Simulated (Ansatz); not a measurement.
# MoS2: properties at the relaxed cell

Computed with Ansatz 0.2.0 (DFT PBE+D3(BJ), scalar-relativistic, plane waves, PAW, unless a step's input says otherwise).

## 1. Starting point

Symmetry: R3m, No. 160, trigonal system. The conventional cell has a = 3.153 Å, b = 3.153 Å, c = 17.989 Å, α = 90.00°, β = 90.00°, γ = 120.00°. Mo (site symmetry 3m) has 6 S at 2.40 Å as nearest neighbours. S (site symmetry 3m) is surrounded by 3 Mo at 2.40 Å.

As a file:

```cif
data_structure
_symmetry_space_group_name_H-M 'P 1'
_symmetry_Int_Tables_number 1
_cell_length_a 6.2665
_cell_length_b 6.2665
_cell_length_c 6.2665
_cell_angle_alpha 29.142
_cell_angle_beta 29.142
_cell_angle_gamma 29.142
_cell_volume 51.63
loop_
_atom_site_label
_atom_site_type_symbol
_atom_site_fract_x
_atom_site_fract_y
_atom_site_fract_z
_atom_site_occupancy
Mo1 Mo 0.00008 0.00008 0.00008 1
S1 S 0.24654 0.24654 0.24654 1
S2 S 0.42038 0.42038 0.42038 1
```

It is the result of an earlier relaxation at this level (volume 17.21 Å³/atom; gap on the mesh: 0.79 eV).

## 2. Back to the database's cell

input.yaml reads:

```yaml
crystal:
  lattice:
    - [1.58, 0.9122134253, 6.15]
    - [-1.58, 0.9122134253, 6.15]
    - [0.0, -1.8244268506, 6.15]
  atoms:
    - { symbol: Mo, position: [0.0, 0.0, 0.0] }
    - { symbol: S, position: [0.25, 0.25, 0.25] }
    - { symbol: S, position: [0.417, 0.417, 0.417] }
basis:
  ecutwfc: 420
kpoints:
  mp_grid: { grid: [12, 12, 12] }
hamiltonian:
  xc: pbe
  dispersion: d3bj
scf:
  occupations: { method: gaussian, width: 0.02 }
output:
  forces: true
  stress: true
  eigenvalues: true
  populations: true
```

Run with:

```sh
$ ansatz run input.yaml --threads 1 --pin off --max-ram 2560MiB --backend cpu --events-out ev --progress --plain --runs-dir out
```

Q: Estimate wall time and peak memory on 1 thread of Arm Neoverse V2, shared host.

About 20 s, with a peak of 0.44 GiB.
